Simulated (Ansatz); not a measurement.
The system is Rh.

```
Rh
1.0
     0.00000    1.89785    1.89785
     1.89785    0.00000    1.89785
     1.89785    1.89785    0.00000
Rh
1
Cartesian
  0.0000 0.0000 0.0000
```

| Item | Value |
| --- | --- |
| Program | Ansatz 0.2.0 |
| Task | single point |
| Functional | PBE |
| Potentials or basis | Ansatz PAW |
| Cutoff | 420 eV (not typed: the program's choice for these potentials) |
| k mesh | 12 × 12 × 12 |
| Occupations | fermi-dirac, width 0.05 eV |
| Spin | no spin polarisation |

On this cell: pressure 7.3 GPa; band gap on the k mesh none (metal or under the smearing width).

The same run follows on a disturbed copy (cell strained at random at fixed volume):

```
CELL_PARAMETERS angstrom
-0.03933 1.88309 1.96246
1.90193 0.03281 1.89032
1.92465 1.83367 0.01009
ATOMIC_POSITIONS crystal
Rh 0.00477 0.00350 0.99418
```

Q: What does the disturbed cell give?

A: The energy (extrapolated to zero smearing) moves by +43.1 meV/atom; pressure 8.6 GPa; band gap on the k mesh none (metal or under the smearing width).

Stress tensor (GPa, compression positive):
```
  3.62   2.03   5.54
  2.03  15.69 -10.09
  5.54 -10.09   6.38
```
